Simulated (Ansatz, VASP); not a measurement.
**One calculation of Pd, two programs**

```
Pd
1.0
     0.00000    1.97307    1.97307
     1.97307    0.00000    1.97307
     1.97307    1.97307    0.00000
Pd
1
Direct
  0.00000 0.00000 0.00000
```

Alike in both runs: functional PBE; k mesh 16 × 16 × 16; occupations fermi-dirac, width 0.1 eV; no spin polarisation.

Ansatz relaxed the structure, and its values are those at the end. VASP's run is a single point on that final structure, the one shown.

|  | VASP | Ansatz |
| --- | --- | --- |
| version | VASP 6.6.1 | Ansatz 0.2.0 |
| potentials or method | VASP PAW PBE potentials, release 64 (Pd) | PAW with Ansatz's default frozen-core files, scalar-relativistic |
| plane-wave cutoff (eV) | 520 | 420 |
| valence electrons in the cell | 10 | 18 |

```tsv
	VASP	Ansatz	Ansatz less VASP
pressure (GPa)	-0.3	0.0	+0.28
```

The functional is the same, so the differences come from potentials, cutoffs and numerics. The two sets of potentials don't hold the same shells in valence.
